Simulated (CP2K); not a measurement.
Au under changes of volume

One of the cells (16.855 Å³/atom); the others are scaled copies at fixed shape and fractional positions:

```xyz
1
Lattice="2.8779 0.0000 0.0000 1.4390 2.4924 0.0000 1.4390 0.8308 2.3498" Properties=species:S:1:pos:R:3 pbc="T T T"
Au    0.0000    0.0000    0.0000
```

```yaml
Program: CP2K 2026.2
Functional: PBE
Potentials_or_basis: POTENTIAL_UZH Au GTH-PBE-q11; TZVP-MOLOPT-PBE-GTH basis
Density_cutoff: 6803 eV
k_mesh: 11 × 11 × 11
Occupations: fermi-dirac, width 0.05 eV
Spin: no spin polarisation
```

| volume (Å³/atom) | energy over the lowest point (meV/atom) | pressure (GPa) |
| --- | --- | --- |
| 15.843 | 216.89 | 32.7 |
| 16.181 | ? | ? |
| 16.518 | 104.28 | 21.1 |
| 16.855 | 64.92 | 16.3 |
| 17.192 | 35.13 | 12.0 |
| 17.529 | 13.82 | 8.2 |
| 17.866 | 0.00 | 4.9 |

Problem. What does the run at 16.181 Å³/atom give?

Solution. Energy over the lowest point 154.47 meV/atom; pressure 26.6 GPa.

Worked out: A Birch-Murnaghan fit of order 3 (a polynomial in V^(-2/3)) to the other rows has no minimum within the range. It gives 154.40 meV/atom at 16.181 Å³/atom, against the run's 154.47, and -dE/dV = 26.6 GPa, against 26.6.

Energies are extrapolated to zero smearing.

Caveats: with these potentials and basis sets, volumes of gold and of layered tellurides can stand 1.5 % and more from those of plane-wave programs; the basis of atomic orbitals isn't converged, which shifts pressures, moduli and gaps.
